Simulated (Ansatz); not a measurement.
# What DFT gives for V

```
V
1.0
     0.13956    3.17130    3.18086
     1.52411   -1.46607    1.54063
     1.58807    1.56783   -1.50283
V
2
Direct
  0.96283 0.05649 0.00632
  0.53470 0.47299 0.51009
```

Level: r2SCAN, with U_eff = 1.41 eV on V d (all-electron-ortho-atomic projectors), spin-orbit coupling; 500 eV; 4×7×7 (shifted by 0.5, 0.5, 0 steps) mesh; fermi-dirac occupations (width 0.1 eV); Ansatz 0.2.0, fixed geometry.

Magnetic state (reached from a saved solution, and it need not be the lowest): V1 along (0.03, 0.71, 0.71), V2 along (-0.03, -0.71, -0.71).

(1) Metal or insulator?

(2) Give the spin moments.

(3) Which atom feels the largest force, and which way?

(4) What does the stress say?

Origin: a strained cell with displaced atoms, so it need not be a known compound. Caveats: the k mesh is coarse if the cell is a metal; atoms or cell far from equilibrium.

Answers

(1) It is a metal, with about 1.3 states/eV a cell as the mean within 0.25 eV of the Fermi level, mostly V d (85 %).

(2) V1 2.29, V2 2.29 μB of spin moment in Bader basins; net size 0.00 μB a cell.

(3) The largest is on V1 (and as large on other atoms): 1.88 eV/Å, components (-0.61, 1.46, 1.00). It makes 157° with the line to a nearest neighbour, V2 at 2.34 Å, pointing away from it.

(4) The pressure is 10.7 GPa (compression positive), so with the atoms held at these fractions the cell would first expand; the forces are large, so a full relaxation may end otherwise. The principal stresses 0.0, 12.6, 19.5 GPa differ, so its shape would change too.
